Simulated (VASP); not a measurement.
# Si (P6_3/mmc) in VASP: relaxation of cell and atoms with PBE+D3(BJ)

Aim: the relaxation of cell and atoms of Si with PBE+D3(BJ).

All numbers are computed with VASP 6.6.1; they aren't measurements. Logs are shortened: lines on timing, memory, paths and dates and some standing lists are left out, and cuts for length are marked.

### 1 The structure

Symmetry: P6_3/mmc, No. 194, hexagonal system. Conventional cell: a = 2.666 Å, b = 2.666 Å, c = 4.506 Å, α = 90.00°, β = 90.00°, γ = 120.00°. Si (site symmetry -6m2) has 12 Si at 2.67 to 2.73 Å as nearest neighbours.

This isn't the form of Si at room conditions, which is diamond.

### 2 Relaxation of cell and atoms, PBE+D3(BJ)

Contents of INCAR:

```
SYSTEM = Si
PREC     = Accurate       ! precision mode
ENCUT    = 600            ! plane-wave cutoff, eV
EDIFF    = 1E-6           ! SCF threshold, eV
ISMEAR   = 0              ! smearing method
SIGMA    = 0.1            ! smearing width, eV
LREAL    = .FALSE.        ! projectors in reciprocal space
LASPH    = .TRUE.         ! aspherical terms in the spheres
NELM     = 100            ! most SCF steps
ALGO     = Fast           ! electronic algorithm
ISIF     = 3              ! what is computed and relaxed
LWAVE    = .FALSE.        ! write WAVECAR
LCHARG   = .FALSE.        ! write CHGCAR
GGA      = PE             ! functional
IVDW     = 12             ! dispersion correction
IBRION   = 2              ! ionic algorithm
NSW      = 100            ! ionic steps
EDIFFG   = -0.005         ! ionic threshold
```

Contents of KPOINTS:

```
Automatic mesh
0
G
  18 18 10
  0 0 0
```

Contents of POSCAR:

```
Si
1.0
    2.6655775094      0.0000000000      0.0000000000
   -1.3327887547      2.3084578389      0.0000000000
    0.0000000000      0.0000000000      4.5062692700
Si
2
Direct
    0.3333333300      0.6666666700      0.2500000000
    0.6666666700      0.3333333300      0.7500000000
```

Potentials or basis: VASP PAW PBE potentials, release 64 (Si).

Command:

```sh
> cat potpaw_PBE.64/Si/POTCAR > POTCAR
> mpirun -np 1 vasp_std > vasp.out
```

OUTCAR:

```text
SYSTEM = Si
   PREC = Accurate
   ENCUT = 600
   EDIFF = 1E-6
   ISMEAR = 0
   LREAL = .FALSE.
   LASPH = .TRUE.
   NELM = 100
   ISIF = 3
   GGA = PE
   IVDW = 12
   IBRION = 2
   NSW = 100
   EDIFFG = -0.005
 IVDW          = 12

 ion  position               nearest neighbor table
   1  0.333  0.667  0.250-   2 2.73   2 2.73   2 2.73   2 2.73   2 2.73   2 2.73
   2  0.667  0.333  0.750-   1 2.73   1 2.73   1 2.73   1 2.73   1 2.73   1 2.73

  LATTYP: Found a hexagonal cell.
 ALAT       =     2.6655775094
 C/A-ratio  =     1.6905414508

  Lattice vectors:

 A1 = (   2.6655775094,   0.0000000000,   0.0000000000)
 A2 = (  -1.3327887547,   2.3084578389,   0.0000000000)
 A3 = (   0.0000000000,   0.0000000000,   4.5062692700)

Analysis of symmetry for initial positions (statically):
=====================================================================
 Subroutine PRICEL returns:
 Original cell was already a primitive cell.

 Routine SETGRP: Setting up the symmetry group for a
 hexagonal supercell.

 Subroutine GETGRP returns: Found 24 space group operations
 (whereof 12 operations were pure point group operations)
 out of a pool of 24 trial point group operations.

The static configuration has the point symmetry D_3d.
 The point group associated with its full space group is D_6h.

Analysis of symmetry for dynamics (positions and initial velocities):
=====================================================================
 Subroutine PRICEL returns:
 Original cell was already a primitive cell.

 Routine SETGRP: Setting up the symmetry group for a
 hexagonal supercell.

 Subroutine GETGRP returns: Found 24 space group operations
 (whereof 12 operations were pure point group operations)
 out of a pool of 24 trial point group operations.

The dynamic configuration has the point symmetry D_3d.
 The point group associated with its full space group is D_6h.

 Subroutine INISYM returns: Found 24 space group operations
 (whereof 12 operations are pure point group operations),
 and found     1 'primitive' translations

----------------------------------------------------------------------------------------

                                     Primitive cell

  volume of cell :      27.7288

  direct lattice vectors                    reciprocal lattice vectors
     2.665577509  0.000000000  0.000000000     0.375153225  0.216594816  0.000000000
    -1.332788755  2.308457839  0.000000000     0.000000000  0.433189631  0.000000000
     0.000000000  0.000000000  4.506269270     0.000000000  0.000000000  0.221913059

  length of vectors
     2.665577509  2.665577509  4.506269270     0.433189631  0.433189631  0.221913059

  position of ions in fractional coordinates (direct lattice)
     0.333333330  0.666666670  0.250000000
[... 74 lines left out ...]
   LSORBIT =      F    spin-orbit coupling
   LASPH  =      T    aspherical Exc in radial PAW
   ENCUT  =  600.0 eV  44.10 Ry    6.64 a.u.   5.32  5.32  9.00*2*pi/ulx,y,z
   NELM   =    100;   NELMIN=  2; NELMDL= -5     # of ELM steps
   EDIFF  = 0.1E-05   stopping-criterion for ELM
   LREAL  =      F    real-space projection
   EDIFFG = -.5E-02   stopping-criterion for IOM
   NSW    =    100    number of steps for IOM
   IBRION =      2    ionic relax: 0-MD 1-quasi-New 2-CG
   NFREE  =      1    steps in history (QN), initial steepest desc. (CG)
   ISIF   =      3    stress and relaxation
   ISYM   =      2    0-nonsym 1-usesym 2-fastsym
   POTIM  = 0.5000    time-step for ionic-motion
   TEBEG  =    0.0;   TEEND  =   0.0 temperature during run
   PSTRESS=    0.0 pullay stress
   NELECT =       8.0000    total number of electrons
   NUPDOWN=      -1.0000    fix difference up-down
   EMIN   =  10.00;   EMAX   =-10.00  energy-range for DOS
   EFERMI =   0.00;   METHOD = LEGACY
   ISMEAR =     0;   SIGMA  =   0.10  broadening in eV -4-tet -1-fermi 0-gaus
   EFERMI_NEDOS =   21; number of points for ismear=-14 and -15
   IALGO  =     68    algorithm
   IMIX   =      4    mixing-type and parameters
     AMIX     =   0.40;   BMIX     =  1.00
     AMIX_MAG =   1.60;   BMIX_MAG =  1.00
  volume/ion in A,a.u.               =      13.86        93.56
  Fermi-wavevector in a.u.,A,eV,Ry     =   1.081753  2.044216 15.921389  1.170189
  Thomas-Fermi vector in A             =   2.217777
   LORBIT       =      0    0 simple, 1 ext, 2 COOP (PROOUT), +10 PAW based schemes
   GGA     = PE    functional components
   LHFCALC =     F    Hartree Fock is set to
   AEXX    =    0.0000 exact exchange contribution
   IVDW    =    12    specifies the selected vdW correction
   LEPSILON=     F    determine dielectric tensor
   LRPA    =     F    only Hartree local field effects (RPA)
 conjugate gradient relaxation of ions
 non-spin polarized calculation
 RMM-DIIS sequential band-by-band and
 Gauss-broadening in eV      SIGMA  =   0.10
  energy-cutoff  :      600.00
  volume of cell :       27.73
 maximum number of plane-waves:       942
 NGX is ok and might be reduce to    24
   NGX = 11   NGY = 11   NGZ = 19

--------------------------------------- Ionic step        1  -------------------------------------------

 number of electron       8.0000001 magnetization

 Free energy of the ion-electron system (eV)
  ---------------------------------------------------
  ext. energy  EPLUGINS =         0.00000000
  ---------------------------------------------------
  free energy    TOTEN  =        -9.82828122 eV

  energy without entropy =       -9.82397937  energy(sigma->0) =       -9.82613029

------------------------ aborting loop because EDIFF is reached ----------------------------------------

 Edisp (eV)   -0.89567

 E8    (eV) :    -0.3662
[... 311 lines left out ...]
--------------------------------------- Ionic step        9  -------------------------------------------

 number of electron       8.0000001 magnetization

 Free energy of the ion-electron system (eV)
  ---------------------------------------------------
  ext. energy  EPLUGINS =         0.00000000
  ---------------------------------------------------
  free energy    TOTEN  =        -9.81233960 eV

  energy without entropy =       -9.80878922  energy(sigma->0) =       -9.81056441

 E-fermi :  11.0358     XC(G=0): -11.4567

 val. band max:       11.0273527726   @ k =   0.4444   0.1111   0.1000
 cond. band min:      11.0654594461   @ k =   0.2222   0.1667   0.0000
 fundamental gap:      0.0381066735
 Fermi energy:        11.0358361033

 k-point     1 :       0.0000    0.0000    0.0000
  band No.  band energies     occupation
      1      -4.0252      2.00000
      2       2.5720      2.00000
      3       3.4647      2.00000
      4      20.5143      0.00000
      5      20.5143      0.00000
      6      21.6782      0.00000
      7      21.6782      0.00000
      8      21.8542      0.00000
[... 243 lines left out ...]
 k-point    24 :       0.3889    0.1111    0.0000
  band No.  band energies     occupation
      1       1.6529      2.00000
      2       4.6759      2.00000
      3       8.1405      2.00000
      4       8.7799      2.00000
      5      10.9924      1.46097
      6      12.0465      0.00000
      7      12.0898      0.00000
      8      17.8450      0.00000

 [... further k-points ...]

------------------------ aborting loop because EDIFF is reached ----------------------------------------

 Edisp (eV)   -0.91633

 E8    (eV) :    -0.3748
[... 25 lines left out ...]
  FREE ENERGIE OF THE ION-ELECTRON SYSTEM (eV)
  ---------------------------------------------------
  free  energy   TOTEN  =       -10.7286711183 eV

  energy  without entropy=      -10.7251207378  energy(sigma->0) =      -10.72689593

 reached required accuracy - stopping structural energy minimisation
```

OSZICAR:

```text
N       E                     dE             d eps       ncg     rms          rms(c)
DAV:   1     0.697057684265E+01    0.69706E+01   -0.39513E+03  3552   0.952E+02
[... 52 lines left out ...]
RMM:   2    -0.981362197271E+01    0.98021E-07   -0.15157E-07  1700   0.356E-03
   8 F= -.10728665E+02 E0= -.10726876E+02  d E =-.215457E-03
       N       E                     dE             d eps       ncg     rms          rms(c)
DAV:   1    -0.981234639294E+01    0.12757E-02   -0.51251E-04  4448   0.132E-01    0.210E-02
RMM:   2    -0.981234184934E+01    0.45436E-05   -0.42216E-06  3348   0.186E-02    0.118E-02
RMM:   3    -0.981233954579E+01    0.23036E-05   -0.25611E-06  3024   0.121E-02    0.209E-03
RMM:   4    -0.981233959915E+01   -0.53361E-07   -0.14845E-07  1859   0.403E-03
   9 F= -.10728671E+02 E0= -.10726896E+02  d E =-.575459E-05
```

CONTCAR:

```text
Si
   1.00000000000000
     2.6359460139690398   -0.0000000000000000    0.0000000000000000
    -1.3179730069845199    2.2827962111045621   -0.0000000000000000
    -0.0000000000000000   -0.0000000000000000    4.5083308918779279
  Si
     2
Direct
     0.3333333300000021    0.6666666699999979    0.2500000000000000
     0.6666666699999979    0.3333333300000021    0.7500000000000000

  0.00000000E+00  0.00000000E+00  0.00000000E+00
  0.00000000E+00  0.00000000E+00  0.00000000E+00
```

Wall time 2.1 min (1 thread of Intel Xeon Platinum 8488C (Sapphire Rapids), shared host); peak memory 0.19 GiB.

Results:

```yaml
Free_energy: -10.7287 eV
Relaxed_volume: 13.56 Å³/atom
Relaxed_cell: a = 2.636 Å, b = 2.636 Å, c = 4.508 Å, α = 90.00°, β = 90.00°, γ = 120.00°
Space_group_after_relaxing_to_0.05_Å: P6_3/mmc (No. 194)
Energy_gained_by_relaxing: 2.4 meV/atom
Ionic_steps: 9
Pressure_after_relaxing: 0.0 GPa
Band_gap_on_the_k_mesh: none (metal or under the smearing width)
Dispersion_energy_per_atom: -0.458 eV
```

The path:
```csv
step,energy change (eV),largest force (eV/Å),pressure (GPa),volume (Å³)
1,0.0000,0.0000,-2.10,27.73
2,-0.0044,0.0000,0.50,27.00
3,-0.0045,0.0000,0.09,27.11
4,-0.0045,0.0000,0.04,27.12
5,-0.0046,0.0000,0.00,27.14
6,-0.0047,0.0000,-0.07,27.16
7,-0.0047,0.0000,-0.09,27.17
8,-0.0047,0.0000,-0.09,27.16
9,-0.0047,0.0000,0.05,27.13
```

Final structure:
```
Si
1.0
     2.63595    0.00000    0.00000
    -1.31797    2.28280    0.00000
     0.00000    0.00000    4.50833
Si
2
Direct
  0.33333 0.66667 0.25000
  0.66667 0.33333 0.75000
```

Caveat: pairwise dispersion overbinds metals, which lowers pressure and volume.
